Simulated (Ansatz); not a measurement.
Antifluorite Na2S, relaxed with r2SCAN: it is cubic, Fm-3m (No. 225); conventional cell a = 6.511 Å, 23.00 Å³ an atom. Around S lie 8 Na at 2.82 Å; around Na lie 4 S at 2.82 Å. One-shot G0W0@PBE in Ansatz 0.2.0 on a 4×4×4 mesh (contour deformation, no spin-orbit coupling), from a PBE gap of 2.532 eV over the mesh points (the G0W0 gap is direct on the mesh); the number N of bands summed and the screening cutoff rise together. No spin polarisation and no zero-point or thermal motion.

```tsv
N	cutoff (eV)	1000/N	G0W0 gap (eV)
168	100	5.952	4.069
390	180	2.564	4.186
```

Q: Lay a straight line in 1000/N through these rows.

A: The slope is -0.0345 eV per unit of 1000/N and the intercept 4.275 eV.

Q: Predict the gap at N = 746 (260 eV).

A: 4.275 + (-0.0345) × 1.340 = 4.229 eV; the run gives 4.233 eV, +0.004 eV from the line.

Q: With that run's result added, what limit do the last two rows suggest?

A: Their slope is (4.233 − 4.186)/(1.340 − 2.564) = -0.0384, which meets 1/N = 0 at 4.28 eV, against 4.275 eV from the first line. The slope steepens, so 1/N isn't yet asymptotic and the true limit probably lies higher still; the k mesh isn't extrapolated.
